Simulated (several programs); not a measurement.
**KBr (rocksalt) from semi-empirical methods to plane-wave DFT**

KBr in the rocksalt structure, relaxed with r2SCAN in Ansatz, was computed with several methods. Space group Fm-3m (No. 225), cubic; a = 6.604 Å in the conventional setting, 36.01 Å³ an atom. Around K lie 6 Br at 3.30 Å; around Br lie 6 K at 3.30 Å. (Simulation; spin polarisation is off.)

```xyz
2
Lattice="0.0000 3.3022 3.3022 3.3022 0.0000 3.3022 3.3022 3.3022 0.0000" Properties=species:S:1:pos:R:3 pbc="T T T"
K     0.0000    0.0000    0.0000
Br    3.3022    3.3022    3.3022
```

Gaps and times are for a single point on this cell; volume and bulk modulus come from each method's own relaxation or energy curve at fixed shape. Times are rough, from shared hosts (Arm Neoverse N1; Arm Neoverse V2; Intel Xeon Platinum 8488C), and each method has its own mesh and cell size. A dagger marks a closed or tiny gap in a crystal that DFT finds insulating: a failure of the method or a wrong SCF state. A star marks a curve whose lowest point is an end point. PM6 (MOPAC), PM7 (MOPAC), GFN1-xTB (tblite), GFN2-xTB (tblite) treat a cluster of cells at its zone centre, which samples few k points: where these miss a band edge, the gap comes out too large for that reason alone. Gaps from k meshes are read at a limited set of points (mesh, symmetry points, PBE's band edges), so each method's own least gap may be somewhat smaller. Force fields have no electrons; where one was fitted to this phase, its volume and modulus reflect the fit. xTB and the PM methods were fitted mostly to molecules, and can miss a solid's gap by electronvolts. Minimal bases can be far off for gaps. Times of the plane-wave rungs are withheld (a dash), since they come from other jobs, hosts and meshes; the meshes of hybrids and Hartree-Fock don't converge their gaps to the digits shown. GLLB-SC's gap includes the derivative discontinuity. G0W0 is at finite bands, cutoff and mesh. d marks a direct gap, i an indirect one (no mark: not told apart), a dash a value that wasn't computed or didn't pass its checks.

```csv
method,kind,gap (eV),own volume (Å³/atom),bulk modulus (GPa),atoms computed,processor time
PBEsol,semilocal,–,35.15,–,2,–
ffield.eim (LAMMPS),force field,–,–,–,2,0.17 s
"light PBE (260 eV, its own mesh)",light plane-wave,4.46 d,–,–,2,1.1 s
LDA,semilocal,4.03 d,32.35,–,2,–
PBE,semilocal,4.43 d,37.67,13,2,–
GFN1-xTB (tblite),tight binding,0.25†,32.60*,–,cluster,4.7 s
r2SCAN,semilocal,5.07 d,36.01,16,2,–
PM7 (MOPAC),semi-empirical,11.73,–,–,cluster,6.9 s
PBE+SOC,semilocal,4.27 d,–,–,2,–
GFN2-xTB (tblite),tight binding,5.95,–,–,cluster,7.2 s
PM6 (MOPAC),semi-empirical,9.10,–,–,cluster,7.9 s
PBE/SZV (CP2K),small basis,3.50 d,38.94,16,2,14 s
LC-ωPBE,hybrid,10.72 d,–,–,2,–
PBE/single zeta (GPAW),small basis,4.10 d,–,–,2,19 s
GLLB-SC (GPAW),model potential,8.49,–,–,2,19 s
PBE0,hybrid,6.31 d,–,–,2,–
HSE06,hybrid,5.60 d,37.00,–,2,–
PBE/DZVP (CP2K),small basis,4.51 d,38.10,14,2,30 s
G0W0@r2SCAN (180 eV screening cutoff),many-body,7.35,–,–,2,–
G0W0@PBE (260 eV screening cutoff),many-body,7.08,–,–,2,–
DDH-PBE0,hybrid,7.41 d,–,–,2,–
r2SCANh,hybrid,5.70 d,–,–,2,–
G0W0@LDA (140 eV screening cutoff),many-body,6.77,–,–,2,–
G0W0@HSE06 (180 eV screening cutoff),many-body,7.59,–,–,2,–
G0W0@PBE0 (180 eV screening cutoff),many-body,7.81,–,–,2,–
HSE06+SOC,hybrid,5.42 d,–,–,2,–
```

Against HSE06 (5.60 eV) and with closed or daggered gaps left aside, the nearest gap at the points sampled is that of r2SCANh (+0.10 eV) and the farthest that of PM7 (MOPAC) (+6.14 eV). HSE06 is only a yardstick of convenience: for gaps this wide it usually falls short of measured ones, so a larger value can be the better one.

Volumes against r2SCAN's: PBEsol -2.4 %, LDA -10.2 %, PBE +4.6 %, PBE/SZV (CP2K) +8.1 %, HSE06 +2.8 %, PBE/DZVP (CP2K) +5.8 %.

Only the rows marked +SOC include spin-orbit coupling.
